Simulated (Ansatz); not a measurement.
TePt:

```
Pt Te
1.0
     1.98157    1.14406    6.66103
    -1.98157    1.14406    6.66103
     0.00000   -2.28812    6.66103
Pt Te
2 2
Cartesian
  0.0000 0.0000 2.5911
  0.0000 0.0000 17.3920
  0.0000 0.0000 8.0332
  0.0000 0.0000 11.9499
```

Base run:

```yaml
Program: Ansatz 0.2.0
Functional: LDA
Potentials_or_basis: Ansatz PAW
Cutoff: "420 eV (not typed: the program's choice for these potentials)"
k_mesh: 8 × 8 × 8
Occupations: fermi-dirac, width 0.05 eV
Spin: no spin polarisation
```

Its results: band gap on the k mesh none (metal or under the smearing width); pressure -2.9 GPa; largest force 0.208 eV/Å.

Question: The run is repeated on the same cell with these changes: functional from LDA to r2SCAN; cutoff from 420 eV (not typed: the program's choice for these potentials) to 500 eV (not typed: the program's choice for these potentials). What comes out?

Answer: Band gap on the k mesh none (metal or under the smearing width); pressure 2.6 GPa; largest force 0.121 eV/Å.

Caveats: spin-orbit coupling is left out, which moves the levels of the heavy elements; the PAW data sets come from PBE, with cores solved anew for the run's functional, which leaves a small shift of forces and pressure.
